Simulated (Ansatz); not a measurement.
**FeCo (Pm-3m): lattice vibrations**

```yaml
crystal:
  lattice:
    - [2.80202, 0.00000, 0.00000]
    - [0.00000, 2.80202, 0.00000]
    - [0.00000, 0.00000, 2.80202]
  atoms:
    - { symbol: Fe, position: [0.50000, 0.50000, 0.50000] }
    - { symbol: Co, position: [0.00000, 0.00000, 0.00000] }
```

Starting moments along z (μB): Fe1 +2.7, Co2 +1.8.

Conventional cell: a = 2.802 Å, b = 2.802 Å, c = 2.802 Å, α = 90.00°, β = 90.00°, γ = 90.00°. Around Fe (atom 1) lie 8 Co at 2.43 Å. Co (atom 2) has 8 Fe at 2.43 Å as nearest neighbours.

Unless marked otherwise, the numbers come from PBEsol, all-electron LAPW in Ansatz 0.2.0, scalar-relativistic, spin-polarised. k mesh 12×12×12, Fermi-Dirac smearing of 0.050 eV, basis error target 1 meV/atom. The cell was relaxed by PAW under this functional, which moved its volume by -6 % from the database entry's.

Atoms are displaced by 0.01 Å in the smallest supercells that hold the wave vectors of a 2×2×2 mesh. Negative values stand for unstable modes.

Problem. What are the phonon energies at the solved wave vectors, in THz?

Solution. 

```tsv
q	point	modes (THz)
0.000 0.000 0.000	Gamma	7.72 (×3)
0.500 0.000 0.000	X	6.29 (×2), 6.56 (×2), 7.62, 8.55
0.500 0.500 0.000	M	4.80 (×2), 5.86, 5.91, 9.48 (×2)
0.500 0.500 0.500	R	7.47 (×3), 7.60 (×3)
```

Problem. Is the structure dynamically stable at these wave vectors?

Solution. Yes, no mode is unstable there; wave vectors off this mesh aren't tested.

Problem. How do the optical zone-centre modes decompose, and which are active?

Solution. Point group m-3m: Γ_opt = T1u.

```
label   THz  activity     mostly
  T1u  7.72        IR  Fe (51 %)
```

In a metal the activity is that of symmetry alone; free carriers screen the infrared modes.

Problem. How well do frozen-core PAW files reproduce these all-electron values?

Solution. With a cutoff of 420 eV and displacements of 0.0025 Å, the r.m.s. difference over the modes is 0.3 cm⁻¹; the largest difference is 159.4 (PAW) against 160.1 cm⁻¹ (LAPW).

Problem. The cell is scaled evenly to 21.340 and 22.660 Å³ (from 22.000), with free atoms relaxed and the shape held. What are the mode Grüneisen parameters γ = −d ln ω/d ln V?

Solution. For the highest mode, 337.3 cm⁻¹ in the small cell and 296.3 in the large one give γ ≈ 2.16. From the change of the dynamical matrix on each mode:

| point | cm⁻¹ | γ |
| --- | --- | --- |
| Gamma | 257.5 | 1.82 |
| X | 209.7 | 1.58 |
| X | 218.8 | 1.65 |
| X | 254.1 | 1.62 |
| X | 285.1 | 1.45 |
| M | 160.1 | 0.63 |
| M | 195.6 | 1.49 |
| M | 197.1 | 1.72 |
| M | 316.4 | 2.16 |
| R | 249.3 | 1.73 |
| R | 253.6 | 1.73 |

Weighted by the modes' heat capacities at 300 K, the mean on this mesh is 1.56; it moves with the q mesh, and a coarse one overweights the zone boundary.

Keep in mind: a lower magnetic state may exist; responses of metals move with mesh and smearing; the frozen-core PAW files of the compared runs were fitted under PBE, their cores solved anew for this functional.
